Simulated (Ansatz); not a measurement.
Contact densities of NbC against volume

```
Nb C
1.0
     0.00000    2.20000    2.20000
     2.20000    0.00000    2.20000
     2.20000    2.20000    0.00000
Nb C
1 1
Cartesian
  0.0000 0.0000 0.0000
  2.2000 2.2000 2.2000
```

Atoms are numbered in the order listed.

The geometry is COD entry 1011323, unchecked; take it as a test cell. It is an old determination, and later ones may differ.

Spin polarisation is left out, and whether a magnetic state lies lower isn't shown here.

These are results of Ansatz 0.2.0, DFT, PBEsol, all-electron PAW with datasets made for the crystal, scalar-relativistic, not measurements.

Settings: a Γ-centred 14×14×14 k mesh, Fermi–Dirac smearing of 0.05 eV, cutoff 340 eV (chosen by the program for this cell), no spin polarisation.

The contact density is the mean electron density over the nuclear volume; its changes follow the s electrons' response to bonding and compression. Changes below are taken from the unscaled cell, where it is 540089 e/Å³ at Nb1, 862.317 e/Å³ at C2.

Volumes at which the program chose other datasets or cutoffs are left out.

The datasets are made afresh for each cell, so very small changes are uncertain.

Problem. Does compression raise or lower the contact density at Nb1?

Solution. It raises it, by 1.75 e/Å³ over the whole range.

Problem. Tabulate the changes with volume.

Solution. 
| V/V(cell) | P (GPa) | Δρ(0) Nb1 (e/Å³) | Δρ(0) C2 (e/Å³) |
| --- | --- | --- | --- |
| 0.9600 | 27.9 | 1.37 | 0.08 |
| 0.9800 | 19.3 | 0.67 | 0.04 |
| 0.9900 | 15.3 | 0.33 | 0.02 |
| 1.0000 | 11.6 | 0.00 | 0.00 |
| 1.0100 | 8.0 | -0.38 | -0.02 |
